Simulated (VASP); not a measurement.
Wanted: the native input for a VASP 6.6.1 run.

| Quantity | Value |
| --- | --- |
| Task | single point |
| Functional | PBE |
| Potentials or basis | VASP PAW PBE potentials, release 64 (H) |
| Cutoff | 500 eV |
| k mesh | 11 × 11 × 11 |
| Occupations | gaussian, width 0.1 eV |
| Spin | no spin polarisation |
| Further INCAR settings | ALGO = Normal; EDIFF = 1e-07 |

The structure of H lies in POSCAR:

```
H
1.0
   -1.6915344700      1.6915344700      2.0584739900
    1.6915344700     -1.6915344700      2.0584739900
    1.6915344700      1.6915344700     -2.0584739900
H
2
Direct
    0.0901377100      0.0901377100      0.0000000000
    0.9098622900      0.9098622900      0.0000000000
```

The input as run:

INCAR

```
SYSTEM = H
ALGO = Normal
EDIFF = 1E-7
ENCUT = 500
GGA = PE
ISIF = 2
ISMEAR = 0
LASPH = .TRUE.
LCHARG = .FALSE.
LREAL = .FALSE.
LWAVE = .FALSE.
NELM = 100
PREC = Accurate
SIGMA = 0.1
```

KPOINTS

```
k-points
0
G
  11 11 11
  0 0 0
```

Potentials or basis: VASP PAW PBE potentials, release 64 (H).

Run with:

```sh
$ cat potpaw_PBE.64/H/POTCAR > POTCAR
$ mpirun -np 1 vasp_std > vasp.out
```

Results of the run:

```json
{
 "Pressure": "0.6 GPa",
 "Largest force": "0.266 eV/Å",
 "Band gap on the k mesh": "9.05 eV, indirect (least direct gap 9.84 eV)"
}
```

Caveat: an odd mesh through Γ misses points on the zone boundary, where band edges often lie.

Run time: 17 s on 1 thread of AMD EPYC 7R43 64-Core Processor (Zen 3), on a shared host, peak memory 0.1 GiB.
